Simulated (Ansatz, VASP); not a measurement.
**AlRu: VASP beside Ansatz**

File INCAR:

```
SYSTEM = AlRu
PREC = Accurate
ENCUT = 520
EDIFF = 1E-6
ISMEAR = 0
SIGMA = 0.15
LREAL = .False.
LASPH = .True.
NELM = 80
ALGO = Fast
ISIF = 2
LWAVE = .False.
LCHARG = .False.
GGA = PE
NBANDS = 16
```

File KPOINTS:

```
regular mesh
0
Gamma
  16 16 16
  0 0 0
```

POSCAR

```
AlRu
1.0
    2.9916000000      0.0000000000      0.0112185000
    0.0000000000      2.9916000000      0.0000000000
    0.0112185000      0.0000000000      2.9916000000
Al Ru
1 1
Direct
    0.0000000000      0.0000000000      0.0000000000
    0.5000000000      0.5000000000      0.5000000000
```

Input for Ansatz:

```yaml
crystal:
  lattice:
    - [2.9916, 0.0, 0.0112185]
    - [0.0, 2.9916, 0.0]
    - [0.0112185, 0.0, 2.9916]
  atoms:
    - { symbol: Al, position: [0.0, 0.0, 0.0] }
    - { symbol: Ru, position: [0.5, 0.5, 0.5] }
basis:
  ecutwfc: 420
kpoints:
  mp_grid: { grid: [16, 16, 16] }
hamiltonian:
  xc: pbe
scf:
  occupations: { method: gaussian, width: 0.15 }
output:
  forces: true
  stress: true
  eigenvalues: true
```

Change from the starting cell: strain +0.0075 x Voigt [0, 0, 0, 0, 1, 0], atoms carried along.

Alike in both runs: task single point; functional PBE; k mesh 16 × 16 × 16; occupations gaussian, width 0.15 eV; no spin polarisation.

|  | VASP | Ansatz |
| --- | --- | --- |
| version | VASP 6.6.1 | Ansatz 0.2.0 |
| potentials or method | VASP PAW PBE potentials, release 64 (Al, Ru_pv) | scalar-relativistic, plane waves, PAW |
| plane-wave cutoff (eV) | 520 | 420 |
| valence electrons in the cell | 17 | 19 |

Ansatz gave:

* gap on the k mesh at the Fermi level (eV): none
* pressure (GPa): 2.6
* largest component of the traceless stress (GPa): 0.97

Task: What did VASP give for the same quantities?

Result: gap on the k mesh at the Fermi level (eV): none; pressure (GPa): 2.6; largest component of the traceless stress (GPa): 0.98.

A gap of «none» marks a metal or a gap that the smearing closes. The two sets of potentials don't hold the same shells in valence.
